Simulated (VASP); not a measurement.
Runs of VASP 6.6.1 on C. The structure is hexagonal, space group P6_3/mmc (No. 194). Conventional cell: a = 2.467 Å, b = 2.467 Å, c = 7.803 Å, α = 90.00°, β = 90.00°, γ = 120.00°. Around C (site symmetry -6m2) lie 3 C at 1.42 Å. C (site symmetry -6m2) is surrounded by 3 C at 1.42 Å. 

```tsv
level	potentials or basis	gap on the mesh (eV)	pressure (GPa)	relaxed volume (Å³/atom)
LDA	VASP PAW LDA potentials, release 64 (C)	none	0.0	8.56
r2SCAN	VASP PAW PBE potentials, release 64 (C)	none	0.0	9.04
PBEsol	VASP PAW PBE potentials, release 64 (C)	none	0.1	9.23
PBE	VASP PAW PBE potentials, release 64 (C)	none	0.1	(b)
PBE+D3(BJ)	VASP PAW PBE potentials, release 64 (C)	none	-0.1	(a)
```

Alike in all rows: task relaxation of cell and atoms; no spin polarisation; cell relaxed; k mesh 15 × 15 × 4; cutoff (eV) 600; smearing gaussian 0.03 eV.

Q: Fill in the values left out.

A: (a) 8.82; (b) 10.28.

Caveats: the PAW data sets were made with another functional, which shifts forces and pressure a little (some runs); this functional lacks dispersion, which binds the layers, so the pressure and a relaxed spacing across them are unreliable (some runs); the volume moved by over 15 % at a fixed basis, so the end points are rough (some runs).

A k mesh can miss the band edges.

A gap of «none» marks a metal or a gap under the smearing width.

Not every run made on this cell is shown here.
